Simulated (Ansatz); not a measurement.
**The atomisation energy (no zero-point term) down a group: C to Sn**

Gas-phase molecules, one atom swapped for its congeners: C3H2N2 `N#CCC#N`; SiH2(CN)2; GeH2(CN)2; SnH2(CN)2. All are singlets with charge 0.

Shapes, held fixed at every level: PBE0-D4/def2-TZVP. Programs: Ansatz 0.2.0. Values in eV.

| level | C3H2N2 | SiH2(CN)2 | GeH2(CN)2 | SnH2(CN)2 |
| --- | --- | --- | --- | --- |
| SPW92/def2-TZVPP | 40.75 | 36.73 | 35.38 | 33.78 |
| r2SCAN-D4/def2-TZVPP | 34.63 | 31.65 | 30.15 | 28.60 |
| PBE0-D4/def2-TZVPP | 35.15 | 31.85 | 30.35 | 28.86 |
| wB97X-V/def2-TZVPP | 34.86 | 32.03 | 30.53 | 29.15 |
| MP2/def2-SVP | 34.20 | 30.88 | 29.53 | 27.95 |
| CCSD(T)/def2-TZVPP | 33.61 | 30.79 | 29.53 | 28.09 |

At CCSD(T)/def2-TZVPP the atomisation energy falls at every step, from 33.61 to 28.09 eV. Every level shows the same order. For atoms past krypton def2 sets carry core potentials with scalar relativity. Relativity is left out for Ge. Outer-core shells of Ge, Sn are correlated, in sets that cover them unevenly. Spin-orbit coupling, which grows down the group, is left out (summed over each molecule's free atoms 0.01, 0.03, 0.13, 0.31 eV). Coupled cluster in double- or triple-zeta sets underbinds by a few per cent against its basis-set limit.
